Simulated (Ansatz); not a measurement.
Set up this calculation in Ansatz 0.2.0, as the native input.

```yaml
Task: density of states
Functional: PBE
Potentials_or_basis: Ansatz PAW
Cutoff: "420 eV (not typed: the program's choice for these potentials)"
k_mesh: 10 × 10 × 5
Occupations: fermi-dirac, width 0.05 eV
Spin: no spin polarisation
```

CuO:

```
Cu O
1.0
     2.34465   -1.71340    0.00000
     2.34465    1.71340    0.00000
    -0.86055    0.00000    5.05944
Cu O
2 2
Direct
  0.00320 0.49680 0.00000
  0.49680 0.00320 0.50000
  0.57140 0.40560 0.25370
  0.40560 0.57140 0.75370
```

The input as run:

input.yaml

```yaml
crystal:
  lattice:
    - [2.34464976, -1.71339982, 0.0]
    - [2.34464976, 1.71339982, 0.0]
    - [-0.86054991, 0.0, 5.05943948]
  atoms:
    - { symbol: Cu, position: [0.0032, 0.4968, 0.0] }
    - { symbol: Cu, position: [0.4968, 0.0032, 0.5] }
    - { symbol: O, position: [0.5714, 0.4056, 0.2537] }
    - { symbol: O, position: [0.4056, 0.5714, 0.7537] }
hamiltonian:
  xc: pbe
  pseudopotentials: { kind: paw }
kpoints:
  mp_grid: { grid: [10, 10, 5] }
scf:
  occupations: { method: fermi_dirac, width: 0.05 }
  n_extra_bands: 10
output:
  forces: true
  stress: true
  eigenvalues: true
  dos: { projected: false, de: 0.05, nscf_kmesh: { grid: [15, 15, 8] } }
  write_density: true
  write_potential: true
  elf: true
  volumetric_format: npy
```

Potentials or basis: Ansatz PAW.

Launch:

```sh
$ ansatz run input.yaml --threads 2 --pin off --max-ram 5632MiB --backend cpu --events-out ev --progress --plain --runs-dir out
```

It gave:

| Property | Result |
| --- | --- |
| Pressure | 5.7 GPa |
| Largest force | 0.759 eV/Å |
| Band gap on the k mesh | none (metal or under the smearing width) |
| Density of states at the Fermi level | 2.29 states/eV per cell |

Caveat: the pressure holds a Pulay correction of +0.7 GPa for the finite cutoff; the run has no spin polarisation, though such a crystal can be magnetic; semilocal functionals often make such compounds metallic where correlation or magnetic order opens a gap, which also shifts bond lengths.

Wall time 29 s on 2 threads of Arm Neoverse V1, on a shared host, peak memory 0.64 GiB.
